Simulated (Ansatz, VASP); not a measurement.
One calculation of MgO, two programs

```
Mg O
1.0
     3.53548    0.00000    0.00000
    -1.76774    3.06182    0.00000
     0.00000    0.00000    4.09698
Mg O
2 2
Direct
  0.68682 0.37364 0.75000
  0.31318 0.62636 0.25000
  0.65183 0.30365 0.25000
  0.34817 0.69635 0.75000
```

Change from the starting cell: mode 5 frozen in at +0.122 Å, strain +e along z and -e/2 along x and y -0.0233.

Alike in both runs: task single point; functional PBEsol; k mesh 9 × 9 × 6; occupations gaussian, width 0.05 eV; no spin polarisation.

|  | VASP | Ansatz |
| --- | --- | --- |
| version | VASP 6.6.1 | Ansatz 0.2.0 |
| potentials or method | VASP PAW PBE potentials, release 64 (Mg, O) | scalar-relativistic, plane waves, PAW |
| plane-wave cutoff (eV) | 520 | 520 |
| valence electrons in the cell | 16 | 32 |

Ansatz gave:

| Item | Value |
| --- | --- |
| gap on the k mesh at the Fermi level (eV) | 3.22 |
| least direct gap on the mesh (eV) | 3.22 |
| pressure (GPa) | 0.6 |
| largest component of the traceless stress (GPa) | 5.06 |
| rms of the force components (eV/Å) | 0.383 |

Problem. What did VASP give for the same quantities?

Solution. gap on the k mesh at the Fermi level (eV): 3.21; least direct gap on the mesh (eV): 3.21; pressure (GPa): 0.2; largest component of the traceless stress (GPa): 5.03; rms of the force components (eV/Å): 0.387.

Atom by atom the forces differ by 0.004 eV/Å (rms over components). With one functional, cell and mesh, what is left measures potentials, basis and numerics. The two sets of potentials don't hold the same shells in valence. Ansatz warned: «pseudo_functional_mismatch».

Caveats: the PAW data sets were made with another functional, which shifts forces and pressure a little (VASP).
